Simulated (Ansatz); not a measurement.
Relativistic treatment of Pb

```
Pb
1.0
     0.00000    2.46980    2.46980
     2.46980    0.00000    2.46980
     2.46980    2.46980    0.00000
Pb
1
Direct
  0.00000 0.00000 0.00000
```

The structure is an experimental refinement, used without relaxation. It is an old determination, and later ones may differ.

One fixed cell is solved with PBE by full-potential LAPW in Ansatz 0.2.0 under different relativistic treatments. Pressure is positive in compression.

Numerical set-up: a Γ-centred 13×13×13 k mesh, Fermi–Dirac smearing of 0.08 eV, basis error target 0.25 meV/atom, no spin polarisation.

```
                          setting  P (GPa)
              scalar-relativistic     2.77
                 non-relativistic        ?
         with spin–orbit coupling        ?
scalar-relativistic, point nuclei     2.77
```

(1) Fill in "P (GPa)" for the row "non-relativistic".

(2) Give the missing entry: row "with spin–orbit coupling", column "P (GPa)".

Results:

(1) 4.87.

(2) 2.91.
